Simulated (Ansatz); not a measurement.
## InAs (F-43m)

Level of theory: DFT PBE, scalar-relativistic, plane waves, PAW (Ansatz).

Plane waves to 420 eV, a k mesh through Γ of 12×12×12 on the computed 2-atom cell and Gaussian smearing (0.10 eV); no spin polarisation.

The structure is relaxed at this level of theory with its symmetry kept.

Space group F-43m (No. 216). a = 6.186 Å, b = 6.186 Å, c = 6.186 Å, α = 90.00°, β = 90.00°, γ = 90.00°
```json
{"atom": "In", "site": "4a", "symmetry": "-43m", "x": "0.0000", "y": "0.0000", "z": "0.0000"}
{"atom": "As", "site": "4d", "symmetry": "-43m", "x": "0.2500", "y": "0.2500", "z": "0.7500"}
```

Q: Formation energy from the elements' standard states (uncorrected)?

A: -0.244 eV/atom.

Q: Kohn–Sham band gap?

A: zero, with almost no states at the Fermi level.

Q: Density of states at the Fermi level?

A: 0.00 states/eV per cell (so small that it hangs on the mesh: a semimetal, or crossings between mesh points).

Q: Löwdin character within 0.5 eV of the Fermi level?

A: As 4p 84 %, In 5p 12 %.

Q: Bulk modulus?

A: 48 GPa.

Q: Its pressure derivative?

A: 4.8.

Q: Bader charges (e)?

A: In (1 in the cell) 0.74, As (1 in the cell) -0.74.